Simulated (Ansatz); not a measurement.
# CsCl: the band gap up the ladder of functionals

The task here is to estimate one member of a computed series from the others.

The runs shown are made with Ansatz 0.2.0. PAW datasets, plane waves. Spin-unpolarised throughout; all numbers are computed.

### The cell

The cell was relaxed beforehand with r2SCAN.

The symmetry is Pm-3m (No. 221, cubic); conventional cell a = 4.137 Å, 35.40 Å³ an atom. Around Cs lie 8 Cl at 3.58 Å; around Cl lie 8 Cs at 3.58 Å.

As a file:

```cif
data_structure
_symmetry_space_group_name_H-M 'Pm-3m'
_symmetry_Int_Tables_number 221
_cell_length_a 4.1368
_cell_length_b 4.1368
_cell_length_c 4.1368
_cell_angle_alpha 90.000
_cell_angle_beta 90.000
_cell_angle_gamma 90.000
_cell_volume 70.80
loop_
_atom_site_label
_atom_site_type_symbol
_atom_site_symmetry_multiplicity
_atom_site_Wyckoff_symbol
_atom_site_fract_x
_atom_site_fract_y
_atom_site_fract_z
_atom_site_occupancy
Cs1 Cs 1 a 0.00000 0.00000 0.00000 1
Cl1 Cl 1 b 0.50000 0.50000 0.50000 1
```

Set-up of the first run:

The input, input.yaml:

```yaml
crystal:
  lattice:
    - [4.1368327747, 0.0, 0.0]
    - [0.0, 4.1368327747, 0.0]
    - [0.0, 0.0, 4.1368327747]
  atoms:
    - { symbol: Cs, position: [0.0, 0.0, 0.0] }
    - { symbol: Cl, position: [0.5, 0.5, 0.5] }
kpoints:
  mp_grid: { grid: [6, 6, 6] }
  band_path:
    path:
      - [[0.0, 0.0, 0.0], [-7.126193259774e-52, 0.5, -7.759277242851e-36], [0.5, 0.5, -2.482968717712e-34], [0.0, 0.0, 0.0], [0.5, 0.5, 0.5], [-7.126193259774e-52, 0.5, -7.759277242851e-36]]
      - [[0.5, 0.5, 0.5], [0.5, 0.5, -2.482968717712e-34]]
    npoints: 10
hamiltonian:
  xc: pbe
scf:
  occupations: { method: fermi_dirac, width: 0.02 }
  n_extra_bands: 4
output:
  forces: true
  stress: true
  eigenvalues: true
```

Launch:

```console
$ ansatz run input.yaml --threads 2 --pin off --max-ram 2211MiB --backend cpu --events-out ev --progress --plain --runs-dir out
```

Among the steps run: PBE bands along the symmetry lines; r2SCAN at the same geometry; Single point with HSE06; Single point with PBE+SOC; PBE0; Single point with LDA; Quasiparticle levels, G0W0@PBE; DDH-PBE0 at the same geometry; HSE06+SOC at the same geometry; Single point with r2SCAN0; Single point with r2SCANh.

One of the session's tables, all rows but one given; the rest of the session is left out.

```
                     level  gap (eV)
                       PBE      5.23
                    r2SCAN      5.91
                     HSE06      6.54
                   PBE+SOC      5.16
                      PBE0      7.26
                       LDA      4.80
G0W0@PBE (211 empty bands)      7.55
G0W0@PBE (524 empty bands)      7.69
                  DDH-PBE0      8.12
                 HSE06+SOC      6.47
                   r2SCAN0      7.72
                   r2SCANh         ?
```

Estimate the missing values for r2SCANh.

Worked estimate for «gap (eV)». Against the share of exact exchange, r2SCAN (0, 5.91), r2SCAN0 (0.25, 7.72) give a slope of 7.24 per unit share; at 0.1 the line stands at 6.63.

**Answer.** gap (eV): 6.64. In «gap (eV)» the line misses by -0.01.

Meshes: PBE 6×6×6, r2SCAN 6×6×6, HSE06 4×4×4, PBE+SOC 6×6×6, PBE0 4×4×4, LDA 6×6×6, DDH-PBE0 4×4×4, HSE06+SOC 4×4×4, r2SCAN0 4×4×4, r2SCANh 4×4×4

In words: The gap runs from 4.80 eV (LDA) to 8.12 eV (DDH-PBE0). PBE reaches 68 % of the G0W0@PBE value, and r2SCAN 77 %. PBE0 lies 0.72 eV above HSE06, which differs from it by screening the long-range exchange. The G0W0 figures hold for the stated bands, cutoff and mesh and aren't extrapolated.

To keep in mind: Warnings in the runs' records: stress exchange threshold loose, stress scf threshold loose.
